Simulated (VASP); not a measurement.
Input of a VASP 6.6.1 run:

File INCAR:

```
SYSTEM = Ti4C
ALGO = Fast
DIPOL = 0.5 0.5 0.374
EDIFF = 1E-6
ENCUT = 520
GGA = CA
IDIPOL = 3
ISIF = 2
ISMEAR = 0
LASPH = .TRUE.
LCHARG = .FALSE.
LDIPOL = .TRUE.
LREAL = .FALSE.
LWAVE = .FALSE.
NBANDS = 34
NELM = 100
PREC = Accurate
SIGMA = 0.1
```

The input KPOINTS:

```
k-points
0
G
  9 9 1
  0 0 0
```

The input POSCAR:

```
Ti4C
1.0
    2.8639615639      0.0000000000      0.0000000000
   -1.4319807819      2.4802634698      0.0000000000
    0.0000000000      0.0000000000     22.2412339090
Ti C
4 1
Direct
    0.6666666667      0.3333333333      0.1798461370
    0.3333333333      0.6666666666      0.2817907594
    0.6666666667      0.3333333333      0.3878708239
    0.3333333333      0.6666666666      0.4829423562
    0.3333333333      1.1666666666      0.5365131962
```

Potentials or basis: VASP PAW LDA potentials, release 64 (Ti_sv, C).

Command:

```bash
$ cat potpaw_LDA.64/Ti_sv/POTCAR potpaw_LDA.64/C/POTCAR > POTCAR
$ mpirun -np 1 vasp_std > vasp.out
```

(1) What does it give for the largest force?

(2) Estimate the band gap on the k mesh.

Answers

(1) 1.559 eV/Å.

(2) none (metal or under the smearing width).
